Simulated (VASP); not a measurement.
# SrTiO3 (Tausonite) (Pm-3m) in VASP: a series of runs, part 3 of 3

VASP 6.6.1. Earlier steps stand in the parts before.

**5. Relaxation of the atoms, r2SCAN (a relaxed cell with its volume scaled by 1.02)**

INCAR

```
  PREC = Accurate
  ENCUT = 600
  EDIFF = 1E-7
  ISMEAR = 0
  SIGMA = 0.03
  LREAL = False
  LASPH = True
  NELM = 80
  ALGO = Normal
  ISIF = 2
  LWAVE = False
  LCHARG = False
  METAGGA = R2SCAN
  LMIXTAU = True
  IBRION = 2
  NSW = 40
  EDIFFG = -0.01
```

KPOINTS

```
regular mesh
0
Gamma
  8 8 8
```

POSCAR

```
SrTiO3                                  
1.0
    3.9381056506      0.0000000000      0.0000000000
    0.0000000000      3.9381056506      0.0000000000
    0.0000000000      0.0000000000      3.9381056506
  Sr              Ti              O             
     1     1     3
Direct
     0.5000000000000000    0.5000000000000000    0.5000000000000000
     0.0000000000000000    0.0000000000000000    0.0000000000000000
     0.5000000000000000    0.0000000000000000    0.0000000000000000
     0.0000000000000000    0.5000000000000000    0.0000000000000000
     0.0000000000000000    0.0000000000000000    0.5000000000000000
```

Potentials or basis: VASP PAW PBE potentials, release 64 (Sr_sv, Ti_sv, O).

The run is started by

```
$ cat potpaw_PBE.64/Sr_sv/POTCAR potpaw_PBE.64/Ti_sv/POTCAR potpaw_PBE.64/O/POTCAR > POTCAR
$ mpirun -np 1 vasp_std > vasp.out
```

OUTCAR:

```text
PREC = Accurate
   ENCUT = 600
   EDIFF = 1E-7
   ISMEAR = 0
   LREAL = False
   LASPH = True
   NELM = 80
   ISIF = 2
   METAGGA = R2SCAN
   IBRION = 2
   NSW = 40
   EDIFFG = -0.01

 ion  position               nearest neighbor table
   1  0.500  0.500  0.500-   3 2.78   4 2.78   5 2.78   3 2.78   4 2.78   3 2.78   5 2.78   3 2.78
                             4 2.78   5 2.78   4 2.78   5 2.78   2 3.41   2 3.41   2 3.41   2 3.41
   2  0.000  0.000  0.000-   3 1.97   4 1.97   5 1.97   5 1.97   4 1.97   3 1.97   1 3.41   1 3.41
                             1 3.41   1 3.41   1 3.41   1 3.41   1 3.41   1 3.41
   3  0.500  0.000  0.000-   2 1.97   2 1.97   1 2.78   1 2.78   1 2.78   1 2.78
   4  0.000  0.500  0.000-   2 1.97   2 1.97   1 2.78   1 2.78   1 2.78   1 2.78
   5  0.000  0.000  0.500-   2 1.97   2 1.97   1 2.78   1 2.78   1 2.78   1 2.78

  LATTYP: Found a simple cubic cell.
 ALAT       =     3.9381056506

  Lattice vectors:

 A1 = (   3.9381056506,   0.0000000000,   0.0000000000)
 A2 = (   0.0000000000,   3.9381056506,   0.0000000000)
 A3 = (   0.0000000000,   0.0000000000,   3.9381056506)

Analysis of symmetry for initial positions (statically):
=====================================================================
 Subroutine PRICEL returns:
 Original cell was already a primitive cell.

 Routine SETGRP: Setting up the symmetry group for a
 simple cubic supercell.

 Subroutine GETGRP returns: Found 48 space group operations
 (whereof 48 operations were pure point group operations)
 out of a pool of 48 trial point group operations.

The static configuration has the point symmetry O_h .

Analysis of symmetry for dynamics (positions and initial velocities):
=====================================================================
 Subroutine PRICEL returns:
 Original cell was already a primitive cell.

 Routine SETGRP: Setting up the symmetry group for a
 simple cubic supercell.

 Subroutine GETGRP returns: Found 48 space group operations
 (whereof 48 operations were pure point group operations)
 out of a pool of 48 trial point group operations.

The dynamic configuration has the point symmetry O_h .

 Subroutine INISYM returns: Found 48 space group operations
 (whereof 48 operations are pure point group operations),
 and found     1 'primitive' translations

----------------------------------------------------------------------------------------

                                     Primitive cell

  volume of cell :      61.0748

  direct lattice vectors                    reciprocal lattice vectors
     3.938105651  0.000000000  0.000000000     0.253929196  0.000000000  0.000000000
     0.000000000  3.938105651  0.000000000     0.000000000  0.253929196  0.000000000
     0.000000000  0.000000000  3.938105651     0.000000000  0.000000000  0.253929196

  length of vectors
     3.938105651  3.938105651  3.938105651     0.253929196  0.253929196  0.253929196

  position of ions in fractional coordinates (direct lattice)
     0.500000000  0.500000000  0.500000000
     0.000000000  0.000000000  0.000000000
     0.500000000  0.000000000  0.000000000
     0.000000000  0.500000000  0.000000000
     0.000000000  0.000000000  0.500000000

  ion indices of the primitive-cell ions
   primitive index   ion index
                 1           1
                 2           2
                 3           3
[... 36 lines left out ...]
  0.125000  0.125000  0.000000     12.000000
[... 16 lines left out ...]
  0.375000  0.375000  0.125000     24.000000
  0.500000  0.375000  0.125000     24.000000
 [... further k-points ...]
   k-points           NKPTS =     35   k-points in BZ     NKDIM =     35   number of bands    NBANDS=     24
   number of dos      NEDOS =    301   number of ions     NIONS =      5
   total plane-waves  NPLWV =  32768
   dimension x,y,z NGX =    32 NGY =   32 NGZ =   32
   dimension x,y,z NGXF=    64 NGYF=   64 NGZF=   64
   ions per type =               1   1   3
   NGX,Y,Z   is equivalent  to a cutoff of  13.51, 13.51, 13.51 a.u.
   NGXF,Y,Z  is equivalent  to a cutoff of  27.02, 27.02, 27.02 a.u.
 SYSTEM =  unknown system
   PREC   = accura    normal or accurate (medium, high low for compatibility)
   ISTART =      0    job   : 0-new  1-cont  2-samecut
   ICHARG =      2    charge: 1-file 2-atom 10-const
   ISPIN  =      1    spin polarized calculation?
   LNONCOLLINEAR =      F non collinear calculations
   LSORBIT =      F    spin-orbit coupling
   LASPH  =      T    aspherical Exc in radial PAW
   ENCUT  =  600.0 eV  44.10 Ry    6.64 a.u.   7.87  7.87  7.87*2*pi/ulx,y,z
   NELM   =     80;   NELMIN=  2; NELMDL= -5     # of ELM steps
   EDIFF  = 0.1E-06   stopping-criterion for ELM
   LREAL  =      F    real-space projection
   EDIFFG = -.1E-01   stopping-criterion for IOM
   NSW    =     40    number of steps for IOM
   IBRION =      2    ionic relax: 0-MD 1-quasi-New 2-CG
   NFREE  =      1    steps in history (QN), initial steepest desc. (CG)
   ISIF   =      2    stress and relaxation
   ISYM   =      2    0-nonsym 1-usesym 2-fastsym
   POTIM  = 0.5000    time-step for ionic-motion
   TEBEG  =    0.0;   TEEND  =   0.0 temperature during run
   PSTRESS=    0.0 pullay stress
   NELECT =      40.0000    total number of electrons
   NUPDOWN=      -1.0000    fix difference up-down
   EMIN   =  10.00;   EMAX   =-10.00  energy-range for DOS
   EFERMI =   0.00;   METHOD = LEGACY
   ISMEAR =     0;   SIGMA  =   0.03  broadening in eV -4-tet -1-fermi 0-gaus
   EFERMI_NEDOS =   21; number of points for ismear=-14 and -15
   IALGO  =     38    algorithm
   IMIX   =      4    mixing-type and parameters
     AMIX     =   0.40;   BMIX     =  1.00
     AMIX_MAG =   1.60;   BMIX_MAG =  1.00
  volume/ion in A,a.u.               =      12.21        82.43
  Fermi-wavevector in a.u.,A,eV,Ry     =   1.421698  2.686620 27.500453  2.021226
  Thomas-Fermi vector in A             =   2.542480
   LORBIT       =      0    0 simple, 1 ext, 2 COOP (PROOUT), +10 PAW based schemes
   METAGGA = R2SCAN    functional components
   LHFCALC =     F    Hartree Fock is set to
   AEXX    =    0.0000 exact exchange contribution
   IVDW    =     0    specifies the selected vdW correction
   LEPSILON=     F    determine dielectric tensor
   LRPA    =     F    only Hartree local field effects (RPA)
 conjugate gradient relaxation of ions
 non-spin polarized calculation
 Gauss-broadening in eV      SIGMA  =   0.03
  energy-cutoff  :      600.00
  volume of cell :       61.07
 maximum number of plane-waves:      2064
 NGX is ok and might be reduce to    32
   NGX = 15   NGY = 15   NGZ = 15

 number of electron      39.9999974 magnetization

 Free energy of the ion-electron system (eV)
  ---------------------------------------------------
  ext. energy  EPLUGINS =         0.00000000
  ---------------------------------------------------
  free energy    TOTEN  =       -63.32818247 eV

  energy without entropy =      -63.32818247  energy(sigma->0) =      -63.32818247

 E-fermi :   3.8530     XC(G=0): -11.7890

 val. band max:        3.6419232338   @ k =   0.5000   0.5000   0.5000
 cond. band min:       5.8628291905   @ k =   0.0000   0.0000   0.0000
 fundamental gap:      2.2209059568
 Fermi energy:         3.8529877248

 k-point     1 :       0.0000    0.0000    0.0000
  band No.  band energies     occupation
      1     -55.1461      2.00000
      2     -30.3259      2.00000
      3     -30.3259      2.00000
      4     -30.3259      2.00000
      5     -30.3063      2.00000
      6     -14.6846      2.00000
[... 637 lines left out ...]
     23       8.0693      0.00000
     24       9.5312      0.00000

 [... further k-points ...]

------------------------ aborting loop because EDIFF is reached ----------------------------------------

  FORCE on cell =-STRESS in cart. coord.  units (eV):
  Direction    XX          YY          ZZ          XY          YZ          ZX
  --------------------------------------------------------------------------------------
  -------------------------------------------------------------------------------------
  Total       -1.3577715     -1.3577715     -1.3577715     -0.0000000     -0.0000000      0.0000000
  in kB      -35.6184628    -35.6184628    -35.6184628     -0.0000000     -0.0000000      0.0000000
  external PRESSURE =     -35.6184628 kB  Pullay stress =       0.0000000 kB

 VOLUME and BASIS-vectors are now :
 -----------------------------------------------------------------------------
  energy-cutoff  :      600.00
  volume of cell :       61.07
      direct lattice vectors                 reciprocal lattice vectors
     3.938105651  0.000000000  0.000000000     0.253929196  0.000000000  0.000000000
     0.000000000  3.938105651  0.000000000     0.000000000  0.253929196  0.000000000
     0.000000000  0.000000000  3.938105651     0.000000000  0.000000000  0.253929196

 POSITION                                       TOTAL-FORCE (eV/Angst)
 -----------------------------------------------------------------------------------
      1.96905      1.96905      1.96905         0.000000      0.000000      0.000000
      0.00000      0.00000      0.00000         0.000000      0.000000      0.000000
      1.96905      0.00000      0.00000         0.000000      0.000000      0.000000
      0.00000      1.96905      0.00000         0.000000      0.000000      0.000000
      0.00000      0.00000      1.96905         0.000000      0.000000      0.000000
 -----------------------------------------------------------------------------------
    total drift:                                0.000000      0.000000     -0.000000

  FREE ENERGIE OF THE ION-ELECTRON SYSTEM (eV)
  ---------------------------------------------------
  free  energy   TOTEN  =       -63.3281824658 eV

  energy  without entropy=      -63.3281824658  energy(sigma->0) =      -63.32818247

 reached required accuracy - stopping structural energy minimisation
```

Run time: 3 min. Hardware: 1 thread of Intel Xeon Platinum 8488C (Sapphire Rapids), shared host; peak memory 0.23 GiB.

Results:

| Item | Value |
| --- | --- |
| Free energy | -63.3282 eV |
| Pressure after relaxing | -3.6 GPa |
| Band gap on the k mesh | 2.22 eV, indirect (least direct gap 2.62 eV) |

Final structure:
```
CELL_PARAMETERS angstrom
3.93811 0.00000 0.00000
0.00000 3.93811 0.00000
0.00000 0.00000 3.93811
ATOMIC_POSITIONS crystal
Sr 0.50000 0.50000 0.50000
Ti 0.00000 0.00000 0.00000
O 0.50000 0.00000 0.00000
O 0.00000 0.50000 0.00000
O 0.00000 0.00000 0.50000
```

Caveat: the relaxation stopped at its first step, so nothing moved; the PAW data sets were made with another functional, which shifts forces and pressure a little. A k mesh can miss the band edges.

**6. Relaxation of the atoms, r2SCAN (a relaxed cell with its volume scaled by 1.04)**

INCAR is that of step 5.

KPOINTS is that of step 5.

POSCAR: that of step 5 with these lines changed.

```diff
@@ -2,5 +2,5 @@
 1.0
-    3.9381056506      0.0000000000      0.0000000000
-    0.0000000000      3.9381056506      0.0000000000
-    0.0000000000      0.0000000000      3.9381056506
+    3.9636784818      0.0000000000      0.0000000000
+    0.0000000000      3.9636784818      0.0000000000
+    0.0000000000      0.0000000000      3.9636784818
   Sr              Ti              O
```

Potentials or basis: VASP PAW PBE potentials, release 64 (Sr_sv, Ti_sv, O).

The run is started by

```
$ cat potpaw_PBE.64/Sr_sv/POTCAR potpaw_PBE.64/Ti_sv/POTCAR potpaw_PBE.64/O/POTCAR > POTCAR
$ mpirun -np 1 vasp_std > vasp.out
```

It took 3.7 min on 1 thread of Intel Xeon Platinum 8488C (Sapphire Rapids), shared host; peak memory 0.23 GiB.

It converged, with:

* Free energy: -63.2920 eV
* Pressure after relaxing: -6.8 GPa
* Band gap on the k mesh: 2.18 eV, indirect (least direct gap 2.58 eV)

Final structure:
```cif
data_structure
_symmetry_space_group_name_H-M 'P 1'
_symmetry_Int_Tables_number 1
_cell_length_a 3.9637
_cell_length_b 3.9637
_cell_length_c 3.9637
_cell_angle_alpha 90.000
_cell_angle_beta 90.000
_cell_angle_gamma 90.000
_cell_volume 62.27
loop_
_atom_site_label
_atom_site_type_symbol
_atom_site_fract_x
_atom_site_fract_y
_atom_site_fract_z
_atom_site_occupancy
Sr1 Sr 0.50000 0.50000 0.50000 1
Ti1 Ti 0.00000 0.00000 0.00000 1
O1 O 0.50000 0.00000 0.00000 1
O2 O 0.00000 0.50000 0.00000 1
O3 O 0.00000 0.00000 0.50000 1
```

Levels at points of the mesh, in eV from the valence-band top:
```csv
k point,band 18,band 19,band 20,band 21,band 22,band 23
"(0.00, 0.00, 0.00)",-0.40,-0.40,-0.40,2.18,2.18,2.18
"(0.50, 0.00, 0.00)",-1.87,-0.77,-0.77,2.32,3.93,3.93
"(0.50, 0.50, 0.00)",-1.56,-1.56,-0.08,3.94,3.94,4.40
"(0.50, 0.50, 0.50)",0.00,0.00,0.00,4.59,4.59,4.59
```

Caveat: the relaxation stopped at its first step, so nothing moved; the PAW data sets were made with another functional, which shifts forces and pressure a little.

**7. Overview**

```tsv
cell	gap on the mesh (eV)	pressure (GPa)
atoms relaxed from: a relaxed cell with its volume scaled by 0.96	2.36	8.4
atoms relaxed from: a relaxed cell with its volume scaled by 0.98	2.31	4.0
atoms relaxed	2.27	0.0
atoms relaxed from: a relaxed cell with its volume scaled by 1.02	2.22	-3.6
atoms relaxed from: a relaxed cell with its volume scaled by 1.04	2.18	-6.8
```

Alike in all rows: task relaxation of the atoms; level r2SCAN; potentials or basis VASP PAW PBE potentials, release 64 (Sr_sv, Ti_sv, O); no spin polarisation; k mesh 8 × 8 × 8; cutoff (eV) 600; smearing gaussian 0.03 eV.

Caveats: the relaxation stopped at its first step, so nothing moved; the PAW data sets were made with another functional, which shifts forces and pressure a little.

Absolute energies hang on the potentials; compare differences alone.
